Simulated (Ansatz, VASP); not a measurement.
## One calculation of HfO2, two programs

Contents of INCAR:

```
  PREC = Accurate
  ENCUT = 520
  EDIFF = 1E-7
  ISMEAR = 0
  SIGMA = 0.05
  LREAL = False
  LASPH = True
  NELM = 100
  ALGO = Normal
  ISIF = 2
  LWAVE = False
  LCHARG = True
  GGA = PS
  LELF = True
  LVHAR = True
  NBANDS = 18
```

File KPOINTS:

```
Automatic mesh
0
Gamma
  8 8 8
```

POSCAR

```
HfO2
1.0
    0.0000000000      2.6853750000      2.4296250000
    2.6853750000      0.0000000000      2.4296250000
    2.6853750000      2.6853750000      0.0000000000
Hf O
1 2
Direct
    0.0000000000      0.0000000000      0.0000000000
    0.2500000000      0.2500000000      0.2500000000
    0.7500000000      0.7500000000      0.7500000000
```

Input for Ansatz:

```yaml
crystal:
  lattice:
    - [0.0, 2.685375, 2.429625]
    - [2.685375, 0.0, 2.429625]
    - [2.685375, 2.685375, 0.0]
  atoms:
    - { symbol: Hf, position: [0.0, 0.0, 0.0] }
    - { symbol: O, position: [0.25, 0.25, 0.25] }
    - { symbol: O, position: [0.75, 0.75, 0.75] }
basis:
  ecutwfc: 420
kpoints:
  mp_grid: { grid: [8, 8, 8] }
hamiltonian:
  xc: pbesol
scf:
  occupations: { method: gaussian, width: 0.05 }
output:
  forces: true
  stress: true
  eigenvalues: true
```

Change from the starting cell: strain +0.050 along x and y, -0.050 along z, atoms carried along.

Alike in both runs: task single point; functional PBEsol; k mesh 8 × 8 × 8; occupations gaussian, width 0.05 eV; no spin polarisation.

|  | VASP | Ansatz |
| --- | --- | --- |
| version | VASP 6.6.1 | Ansatz 0.2.0 |
| potentials or method | VASP PAW PBE potentials, release 64 (Hf_pv, O) | scalar-relativistic, plane waves, PAW |
| plane-wave cutoff (eV) | 520 | 420 |
| valence electrons in the cell | 22 | 38 |

Ansatz gave:

```
gap on the k mesh at the Fermi level (eV)       : 2.33
least direct gap on the mesh (eV)               : 2.58
pressure (GPa)                                  : -18.9
largest component of the traceless stress (GPa) : 27.75
```

Question: What did VASP give for the same quantities?

Answer: gap on the k mesh at the Fermi level (eV): 2.31; least direct gap on the mesh (eV): 2.57; pressure (GPa): -21.8; largest component of the traceless stress (GPa): 28.16.

With one functional, cell and mesh, what is left measures potentials, basis and numerics. The two sets of potentials don't hold the same shells in valence.

Caveats: so large a pressure means that the cell lies far from this level's equilibrium, or that cutoff or potentials fall short (VASP); the potentials were made for another functional, which shifts forces and pressure (VASP); spin-orbit coupling is left out, which moves the levels of the heavy elements. A k mesh can miss the band edges.
